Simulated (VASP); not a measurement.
The system is Te2Mo, a slab with vacuum.

```xyz
3
Lattice="3.5602 0.0000 0.0000 -1.7801 3.0833 0.0000 0.0000 0.0000 17.5241" Properties=species:S:1:pos:R:3 pbc="T T T"
Te    0.0000    2.0555    1.7900
Te    0.0000    2.0555   15.7341
Mo    0.0000    0.0000    0.0000
```

Base run:

```yaml
Program: VASP 6.6.1
Functional: HSE03
Potentials_or_basis: VASP PAW PBE potentials, release 64 (Te, Mo_sv)
Cutoff: 520 eV
k_mesh: 6 × 6 × 1
Occupations: gaussian, width 0.02 eV
Spin: no spin polarisation
```

Its results: band gap on the k mesh 1.32 eV, direct; largest force 0.263 eV/Å.

**Question.** The run is repeated on the same cell with these changes: functional from HSE03 to PBE0. What comes out?

**Answer.** Band gap on the k mesh 2.12 eV, direct; largest force 0.315 eV/Å.

Caveats: the PAW data sets were made with another functional, which shifts forces and pressure a little; spin-orbit coupling is left out, which moves the levels of the heavy elements.
